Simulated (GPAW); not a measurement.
# SnTe (F-43m) in GPAW: notebook

The runs below take SnTe through band structure, with PBEsol.

Everything below comes from runs of GPAW 26.7.0. Logs are shortened: lines on timing, memory, paths and dates and some standing lists are left out, and cuts for length are marked. The log counts tension as positive stress, the text compression.

## 1. The crystal as given

It takes space group F-43m (No. 216, cubic). Conventional cell: a = 7.222 Å, b = 7.222 Å, c = 7.222 Å, α = 90.00°, β = 90.00°, γ = 90.00°. Te (site symmetry -43m) is surrounded by 4 Sn at 3.13 Å. Sn (site symmetry -43m) has 4 Te at 3.13 Å as nearest neighbours.

Measurements of this composition are mostly on another form, of space group No. 225.

## 2. Band structure, PBEsol

Input file run.py:

```python
from ase import Atoms
from ase.dft.bandgap import bandgap
from ase.io import write
from ase.units import GPa
from gpaw import GPAW, PW, setup_paths

setup_paths.insert(0, '.')

atoms = Atoms(['Te', 'Sn'],
              cell=[[0.0, 3.611146, 3.611146],
                    [3.611146, 0.0, 3.611146],
                    [3.611146, 3.611146, 0.0]],
              scaled_positions=[[0.25, 0.25, 0.25],
                                [0.0, 0.0, 0.0]],
              pbc=True)

calc = GPAW(mode=PW(600),
            xc='PBEsol',
            kpts={'size': (7, 7, 7), 'gamma': True},
            occupations={'name': 'fermi-dirac', 'width': 0.05},
            nbands=19,
            convergence={'density': 1e-05, 'energy': 1e-05},
            maxiter=150,
            txt='gpaw.txt')
atoms.calc = calc
energy = atoms.get_potential_energy()
forces = atoms.get_forces()
stress = atoms.get_stress()
calc.write('gs.gpw')
write('result.traj', atoms)
print(f'Energy: {energy:.6f} eV')
print('Forces (eV/A):')
print(forces.round(4))
print('Stress (GPa):', (stress / GPa).round(3))
print('Fermi level:', round(calc.get_fermi_level(), 4), 'eV')
print(f'Gap: {bandgap(calc)[0]:.4f} eV, direct: {bandgap(calc, direct=True)[0]:.4f} eV')

path = atoms.cell.bandpath('GXWKGLUWLK,UX', npoints=100, eps=1e-4)
bs_calc = calc.fixed_density(kpts=path, symmetry='off', nbands=35,
                             convergence={'bands': 'CBM+6.0', 'eigenstates': 1e-6}, txt='bands.txt')
bs = bs_calc.band_structure()
bs.write('bs.json')
print(f'Gap on the path: {bandgap(bs_calc)[0]:.4f} eV')
```

Potentials or basis: PAW data sets generated in the run's folder for this functional, pw.

Run with:

```console
$ gpaw-setup -f PBEsol Sn Te
$ OMP_NUM_THREADS=1 python run.py
```

gpaw.txt:

```text
__  _  _
 | _ |_)|_||  |
 |__||  | ||/\| - 26.7.0

Input parameters:
  mode=PW(ecut=600.0),
  convergence={'density': 1e-05, 'energy': 1e-05},
  kpts=MonkhorstPack(size=(7, 7, 7), gamma=True),
  maxiter=150,
  nbands=19,
  occupations=Occupations(name='fermi-dirac', width=0.05),
  xc=XC(name='PBEsol')

Diagonalizing LCAO Hamiltonian
Converting LCAO to pw mode

             Te

       Sn

Atoms  # Å, Bohr magnetons
|   | symbol |        x |        y |        z |    initial magnetic moments |
|---|--------|----------|----------|----------|-----------------------------|
| 0 |     Te | 1.805573 | 1.805573 | 1.805573 | ( 0.0000,  0.0000,  0.0000) |
| 1 |     Sn | 0.000000 | 0.000000 | 0.000000 | ( 0.0000,  0.0000,  0.0000) |

Unit cell  # Å
| periodic |        x |        y |        z |  lengths |    angles |
|----------|----------|----------|----------|----------|-----------|
|      yes | 0.000000 | 3.611146 | 3.611146 | 5.106932 | 60.000000 |
|      yes | 3.611146 | 0.000000 | 3.611146 | 5.106932 | 60.000000 |
|      yes | 3.611146 | 3.611146 | 0.000000 | 5.106932 | 60.000000 |

Number of symmetries: 24
Symmetry operations  # r_c * U_cc + t_c -> r_c
|    | kind |            matrix            |
|----|------|------------------------------|
|  0 |  E   |  1, 0, 0,  0, 1, 0,  0, 0, 1 |
|  1 |  σ   |  1, 0, 0,  0, 0, 1,  0, 1, 0 |
|  2 |  σ   |  1, 0,-1,  0, 1,-1,  0, 0,-1 |
|  3 |  C3  |  1, 0,-1,  0, 0,-1,  0, 1,-1 |
|  4 |  C3  |  1,-1, 0,  0,-1, 1,  0,-1, 0 |
|  5 |  σ   |  1,-1, 0,  0,-1, 0,  0,-1, 1 |
|  6 |  σ   |  0, 1, 0,  1, 0, 0,  0, 0, 1 |
|  7 |  C3  |  0, 1, 0,  0, 0, 1,  1, 0, 0 |
|  8 |  C2  |  0, 1,-1,  1, 0,-1,  0, 0,-1 |
|  9 |  S4  |  0, 1,-1,  0, 0,-1,  1, 0,-1 |
| 10 |  C3  |  0, 0, 1,  1, 0, 0,  0, 1, 0 |
| 11 |  σ   |  0, 0, 1,  0, 1, 0,  1, 0, 0 |
| 12 |  S4  |  0, 0,-1,  1, 0,-1,  0, 1,-1 |
| 13 |  C3  |  0, 0,-1,  0, 1,-1,  1, 0,-1 |
| 14 |  S4  |  0,-1, 1,  1,-1, 0,  0,-1, 0 |
| 15 |  C2  |  0,-1, 1,  0,-1, 0,  1,-1, 0 |
| 16 |  C3  |  0,-1, 0,  1,-1, 0,  0,-1, 1 |
| 17 |  S4  |  0,-1, 0,  0,-1, 1,  1,-1, 0 |
| 18 |  S4  | -1, 1, 0, -1, 0, 1, -1, 0, 0 |
| 19 |  C3  | -1, 1, 0, -1, 0, 0, -1, 0, 1 |
| 20 |  C3  | -1, 0, 1, -1, 1, 0, -1, 0, 0 |
| 21 |  S4  | -1, 0, 1, -1, 0, 0, -1, 1, 0 |
| 22 |  σ   | -1, 0, 0, -1, 1, 0, -1, 0, 1 |
| 23 |  C2  | -1, 0, 0, -1, 0, 1, -1, 1, 0 |

BZ-sampling:
  Number of BZ points: 343
  Number of IBZ points: 20

  Monkhorst-Pack size: [7, 7, 7]
  Monkhorst-Pack shift: [0, 0, 0]

K-points  # in reciprocal-cell coordinates
|     |                                coordinates |     weight |
|-----|--------------------------------------------|------------|
|   0 | (  0.00000000,   0.00000000,   0.00000000) | 0.00291545 |
|   1 | (  0.14285714,   0.14285714,   0.00000000) | 0.01749271 |
|   2 | (  0.14285714,   0.14285714,   0.14285714) | 0.02332362 |
|   3 | (  0.28571429,   0.14285714,   0.14285714) | 0.03498542 |
|   4 | (  0.28571429,   0.28571429,   0.00000000) | 0.01749271 |
|   5 | (  0.28571429,   0.28571429,   0.14285714) | 0.06997085 |
|   6 | (  0.28571429,   0.28571429,   0.28571429) | 0.02332362 |
|   7 | (  0.42857143,  -0.28571429,  -0.28571429) | 0.03498542 |
|   8 | (  0.42857143,   0.28571429,  -0.42857143) | 0.13994169 |
|   9 | (  0.42857143,   0.28571429,  -0.28571429) | 0.06997085 |
| ... |                                            |            |
|  19 | (  0.42857143,   0.42857143,   0.42857143) | 0.02332362 |

Plane wave coefficients: 3166
Cutoff: 600.0 eV

Spin-components: 1 (collinear spins)
Bands:           19
Projectors:      11
Spin-degeneracy: 2
Datatype:        complex128

Parallelization:
  kpt:    1
  domain: 1
  band:   1

Density:
  Valence electrons: 20.0
  Components: 1
  Grid points: [30 30 30]
  Charge: 0.0  # |e|

Potential:
  Grid points: [30 30 30]

species:
  Te:
    name:    Tellurium
    Z:       52.0
    valence: 6
    core:    46
    charge:  0.0  # [|e|]
    compensation charges:
      type: gauss
      rc: 0.36  # [Å]
      lmax: 2
    cutoffs:
      filter: 2.09  # [Å]
      core: 3.17  # [Å]
    projectors
    | kind |    occ | energy [eV] | rcut [Å] |
    |------|--------|-------------|----------|
    |   5s |  2.000 |     -15.132 |    1.180 |
    |   5p |  4.000 |      -5.970 |    1.196 |
    |    s |        |      12.080 |    1.180 |
    |    p |        |      21.241 |    1.196 |
    |    d |        |       0.000 |    1.238 |

    Using partial waves for Te as LCAO basis

  Sn:
    name:    Tin
    Z:       50.0
    valence: 14
    core:    36
    charge:  0.0  # [|e|]
    compensation charges:
      type: gauss
      rc: 0.38  # [Å]
      lmax: 2
    cutoffs:
      filter: 2.23  # [Å]
      core: 2.35  # [Å]
    projectors
    | kind |    occ | energy [eV] | rcut [Å] |
    |------|--------|-------------|----------|
    |   5s |  2.000 |     -10.584 |    1.201 |
    |   5p |  2.000 |      -3.711 |    1.270 |
    |   4d | 10.000 |     -25.798 |    1.185 |
    |    s |        |      16.628 |    1.201 |
    |    p |        |      23.501 |    1.270 |
    |    d |        |       1.413 |    1.185 |

    Using partial waves for Sn as LCAO basis

Reference energy: -352647.811924  # eV

eigensolver:
  PPCG
  Converge bands: occupied
  niter=2

density mixing:
  MSR1-Mixer
  Pratt-step length: 0.05
  Maximum mixing coefficient: 0.75
  Old densities: 10
  SVD Regularization: 0.005
  Good broyden scale: 1.0
  Trust region scale: 1.0
  Backstep threshold: 4.0
  History deletion threshold: 6.0
  Fourier metric: weight=20.0, sigma=0.015

occupation numbers:
  Fermi-Dirac:
    width: 0.0500  # eV

poisson solver:
  ecut: 4800.0  # eV

xc functional:
  name: PBEsol with 2 nearest neighbor stencil

convergence criteria:
- Maximum integral of absolute [dens]ity change: 1e-05 electrons / valence electron
- Maximum [total energy] change in last 3 cyles: 1e-05 eV / valence electron
- Maximum integral of absolute [eigenst]ate change: 4e-08 eV^2 / valence electron
maximum number of iterations: 150

SCF iterations
|iter     | |      energy | eigst |  dens |
|---------|-|-------------|-------|-------|
|iter:   1| |   -7.972726 | -0.22 |       |
|iter:   2| |   -7.948113 | -2.17 | -1.33 |
|iter:   3| |   -7.856540 | -2.53 | -1.38 |
|iter:   4| |   -7.856137 | -3.80 | -1.92 |
|iter:   5| |   -7.856002 | -4.31 | -2.34 |
|iter:   6| |   -7.856034c| -5.65 | -3.16 |
|iter:   7| |   -7.856038c| -6.56 | -3.68 |
|iter:   8| |   -7.856038c| -7.75c| -4.74 |
|iter:   9| |   -7.856038c| -7.91c| -5.13c|

Converged in 9 steps
Energy contributions relative to reference atoms: (reference = -352647.811924)

Energy contributions:
  Kinetic:           7.922629
  Coulomb:          -9.787384
  Zero:              0.146952
  External:          0.000000
  Xc:               -6.137404
  Entropy:          -0.001662
  Spinorbit:         0.000000
  ----------------------------
  Free energy:      -7.856869
  Extrapolated:     -7.856038

dipole moment: (-28.320042, -28.320042, -28.320042)  # |e|*Ang

Fermi level: 2.694
Eigenvalues  # (at kpt = [0.000, 0.000, 0.000])
| band index |      eig [eV] | occ [0-2] |
|------------|---------------|-----------|
|          0 |       -18.995 |     2.000 |
|        ... |               |           |
|          2 |       -18.995 |     2.000 |
|          3 |       -18.985 |     2.000 |
|          4 |       -18.985 |     2.000 |
|          5 |        -8.826 |     2.000 |
|          6 |        -2.491 |     2.000 |
|          7 |         0.776 |     2.000 |
[... 9 lines left out ...]
|         17 |        10.256 |     0.000 |
|         18 |        10.256 |     0.000 |

Gap: 0.284 eV
Transition (v -> c):
  (s=0, k=9, n=9, [0.43, 0.29, -0.29]) -> (s=0, k=16, n=10, [0.43, 0.43, 0.00])
Direct/indirect transitions are different
Direct gap: 0.785 eV
Transition at: (s=0, k=16, n=9, [0.43, 0.43, 0.00])

Forces  # eV/Ang
|        x |        y |        z |
|----------|----------|----------|
| -0.00000 | -0.00000 | -0.00000 |  # Te   0
| -0.00000 | -0.00000 | -0.00000 |  # Sn   1

Stress tensor  # eV/Ang^3
|        x |        y |        z |
|----------|----------|----------|
| 0.009379 | 0.000000 | 0.000000 |
| 0.000000 | 0.009379 | 0.000000 |
| 0.000000 | 0.000000 | 0.009379 |

# Writing to gs.gpw (mode='')
```

stdout:

```text
Energy: -7.856038 eV
Forces (eV/A):
[[-0. -0. -0.]
 [-0. -0. -0.]]
Stress (GPa): [1.503 1.503 1.503 0.    0.    0.   ]
Fermi level: 2.6938 eV
Gap: 0.2840 eV, direct: 0.7854 eV
Gap on the path: 0.0000 eV
```

bands.txt:

```text
Diagonalizing LCAO Hamiltonian
Converting LCAO to pw mode
convergence criteria:
- Maximum integral of absolute [eigenst]ate change: 1e-06 eV^2 / valence electron
maximum number of iterations: 150

SCF iterations
|iter     | |      energy | eigst |  dens |
|---------|-|-------------|-------|-------|
|iter:   1| |             | +0.55 |       |
[... 106 lines left out ...]
         [0.375     , 0.375     , 0.75      ],
         [0.625     , 0.25      , 0.625     ],
         [0.60416667, 0.20833333, 0.60416667],
         [0.58333333, 0.16666667, 0.58333333],
         [0.5625    , 0.125     , 0.5625    ],
         [0.54166667, 0.08333333, 0.54166667],
         [0.52083333, 0.04166667, 0.52083333],
         [0.5       , 0.        , 0.5       ]])),
  maxiter=150,
  nbands=35,
  occupations=Occupations(name='fermi-dirac', width=0.05),
  symmetry=Symmetry(point_group=False, time_reversal=False),
  xc=XC(name='PBEsol')
```

It took 2.3 min on 1 thread of Arm Neoverse V2, shared host; peak memory 0.46 GiB.

What came out:

```yaml
Free_energy: -7.8569 eV
Pressure: -1.5 GPa
Band_gap_on_the_k_mesh: 0.28 eV, indirect (least direct gap 0.79 eV)
Band_gap_along_the_path: 0.03 eV, indirect (least direct gap 0.76 eV)
```

Levels at the corners of the path, in eV from the valence-band top:
```csv
point,band 6,band 7,band 8,band 9,band 10,band 11,band 12,band 13,band 14,band 15
Γ,-11.56,-5.23,-1.96,-1.96,-1.96,0.96,0.96,0.96,3.96,6.43
X,-10.81,-7.39,-3.16,-3.16,-0.72,0.03,3.83,3.83,5.31,6.31
W,-10.80,-7.37,-3.42,-3.33,0.00,1.28,2.17,3.06,5.21,6.24
K,-10.82,-7.35,-3.55,-2.97,-0.54,1.09,3.01,3.13,4.67,6.61
Γ,-11.56,-5.23,-1.96,-1.96,-1.96,0.96,0.96,0.96,3.96,6.43
L,-11.02,-7.03,-2.50,-2.50,-2.10,1.76,1.76,3.34,5.53,6.26
U,-10.82,-7.35,-3.55,-2.97,-0.54,1.09,3.01,3.13,4.67,6.61
W,-10.80,-7.37,-3.42,-3.33,0.00,1.28,2.17,3.06,5.21,6.24
L,-11.02,-7.03,-2.50,-2.50,-2.10,1.76,1.76,3.34,5.53,6.26
K,-10.82,-7.35,-3.55,-2.97,-0.54,1.09,3.01,3.13,4.67,6.61
U,-10.82,-7.35,-3.55,-2.97,-0.54,1.09,3.01,3.13,4.67,6.61
X,-10.81,-7.39,-3.16,-3.16,-0.72,0.03,3.83,3.83,5.31,6.31
```

Caveat: spin-orbit coupling is left out, which moves the levels of the heavy elements; the mesh misses the band edges, which the band path finds closer together.

## 3. Band structure, PBEsol, spin-orbit coupling, no magnetisation

run.py: that of step 2 with these lines changed.

```diff
@@ -1 +1,2 @@
+import numpy as np
 from ase import Atoms
@@ -5,2 +6,3 @@
 from gpaw import GPAW, PW, setup_paths
+from gpaw.spinorbit import soc_eigenstates
 
@@ -43 +45,7 @@
 print(f'Gap on the path: {bandgap(bs_calc)[0]:.4f} eV')
+
+soc = soc_eigenstates(bs_calc, theta=0, phi=0)
+np.savetxt('soc_bands.dat', soc.eigenvalues(), fmt='%.4f')
+mesh = soc_eigenstates('gs.gpw', theta=0, phi=0)
+np.savetxt('soc_mesh.dat', mesh.eigenvalues(), fmt='%.4f')
+print('Fermi level with spin-orbit coupling:', round(mesh.fermi_level, 4), 'eV')
```

Potentials or basis: PAW data sets generated in the run's folder for this functional, pw.

Run with:

```console
$ gpaw-setup -f PBEsol Sn Te
$ OMP_NUM_THREADS=1 python run.py
```

Run time: 2.3 min. Hardware: 1 thread of Arm Neoverse V2, shared host; peak memory 0.5 GiB.

It converged, with:

* Free energy: -7.8569 eV
* Pressure: -1.5 GPa
* Band gap along the path: none (metal or under the smearing width)

Levels at the corners of the path, in eV from the Fermi level:
| point | band 16 | band 17 | band 18 | band 19 | band 20 | band 21 | band 22 | band 23 | band 24 | band 25 |
| --- | --- | --- | --- | --- | --- | --- | --- | --- | --- | --- |
| Γ | -2.57 | -1.72 | -1.72 | -1.72 | -1.72 | 0.52 | 0.52 | 1.11 | 1.11 | 1.11 |
| X | -3.36 | -3.09 | -3.09 | -0.75 | -0.75 | -0.01 | -0.01 | 3.77 | 3.77 | 3.79 |
| W | -3.37 | -3.35 | -3.30 | -0.33 | 0.23 | 1.03 | 1.42 | 2.08 | 2.20 | 2.98 |
| K | -3.52 | -3.05 | -2.96 | -0.72 | -0.47 | 1.04 | 1.05 | 2.89 | 3.05 | 3.10 |
| Γ | -2.57 | -1.72 | -1.72 | -1.72 | -1.72 | 0.52 | 0.52 | 1.11 | 1.11 | 1.11 |
| L | -2.86 | -2.28 | -2.28 | -2.12 | -2.12 | 1.52 | 1.52 | 1.91 | 1.91 | 3.32 |
| U | -3.52 | -3.05 | -2.96 | -0.72 | -0.47 | 1.04 | 1.05 | 2.89 | 3.05 | 3.10 |
| W | -3.37 | -3.35 | -3.30 | -0.33 | 0.23 | 1.03 | 1.42 | 2.08 | 2.20 | 2.98 |
| L | -2.86 | -2.28 | -2.28 | -2.12 | -2.12 | 1.52 | 1.52 | 1.91 | 1.91 | 3.32 |
| K | -3.52 | -3.05 | -2.96 | -0.72 | -0.47 | 1.04 | 1.05 | 2.89 | 3.05 | 3.10 |
| U | -3.52 | -3.05 | -2.96 | -0.72 | -0.47 | 1.04 | 1.05 | 2.89 | 3.05 | 3.10 |
| X | -3.36 | -3.09 | -3.09 | -0.75 | -0.75 | -0.01 | -0.01 | 3.77 | 3.77 | 3.79 |

Caveat: spin-orbit coupling was added after a scalar SCF, so levels and gaps hold it while energy, forces, pressure and moments don't; this program's spin-orbit splittings come out too wide for heavy elements.
